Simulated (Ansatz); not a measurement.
Task: a check of forces and pressure against finite differences of CdS (distorted cell), with the Ansatz DFT code, driven from Python. Give the script and its output. Level of theory (first run): PBE, PAW, cutoff 540 eV, 4×4×4 k-points, fixed occupations.

```
Cd S
1.0
     0.10921    2.79463    2.87273
     2.97310    0.04828    2.93366
     2.93532    2.81777    0.08607
Cd S
1 1
Cartesian
  0.1193 2.7993 2.8703
  1.4949 1.4236 1.4714
```

The script, `fdcheck_cds.py`:
```python
"""Do the forces of CdS match the slope of the free energy with displaced atoms."""

import ansatz as az
import numpy as np

VECTORS = np.array([
    [0.10921, 2.79463, 2.87273],
    [2.9731, 0.04828, 2.93366],
    [2.93532, 2.81777, 0.08607],
])
SITES = [
    ("Cd", (0.99862, 0.00045, 0.00302)),
    ("S", (0.25291, 0.24655, 0.25016)),
]


def build(cell):
    crystal = az.Crystal(lattice=az.Lattice.of(cell))
    for symbol, position in SITES:
        crystal = crystal.atom(symbol, position)
    return crystal

def solve(crystal):
    return (
        crystal.calculation()
        .occupations(az.OccupationsMethod.FIXED)
        .basis(540, xc_grid=2)
        .kpoints(4, 4, 4)
        .scf(tolerance=1e-09)
        .forces()
        .stress()
        .run(threads=1)
    ).report


centre = solve(build(VECTORS))
start = build(VECTORS)
# central difference: F = -(E(+h) - E(-h)) / 2h
print(f"force on atom 1 along z: analytic {centre['forces_ev_ang'][1][2]:.4f} eV/A")
for h in (0.005, 0.02):
    shift = np.eye(3)[2] * h @ np.linalg.inv(VECTORS)
    plus, minus = (solve(start.move(1, to=np.array(SITES[1][1]) + sign * shift))["lagrangian_ev"] for sign in (1, -1))
    print(f"  step {h} A: numerical {-(plus - minus) / (2 * h):.4f} eV/A")
# P = -dF/dV; the difference feels the change of the plane-wave count with the cell
volume = abs(np.linalg.det(VECTORS))
larger, smaller = (solve(build(VECTORS * (1 + sign * 0.005) ** (1 / 3)))["lagrangian_ev"] for sign in (1, -1))
numerical = -(larger - smaller) / (0.01 * volume) * 160.21766
print(f"pressure: analytic {np.trace(centre['stress_gpa']) / 3:.3f}, numerical {numerical:.3f} GPa")
```

Running `python fdcheck_cds.py` prints:
```text
DeckWarning: output.stress: scf.convergence.dr2_threshold = 1e-9 eV is looser than the 2e-10 eV advised for a printed stress (1e-10 eV for each atom of the cell: 2). What an SCF threshold leaves in a [...]
force on atom 1 along z: analytic -0.2750 eV/A
  step 0.005 A: numerical -0.2750 eV/A
  step 0.02 A: numerical -0.2751 eV/A
pressure: analytic 9.028, numerical 9.031 GPa
```
(Warnings from the package without file and line, shortened.)

Notes:
- Energy and stress may still move on a finer k-point mesh.
- Pressure is positive in compression.
- No functional is typed, so the default, PBE, holds.
- The cell is a database structure, distorted on purpose.
- The central difference errs as the square of the step, so the shorter step is the fairer test; what remains comes from the finite grid and the SCF threshold.
- Wall time of the script: 23 s on 1 thread of Arm Neoverse V2 (shared host), peak memory 0.41 GiB.
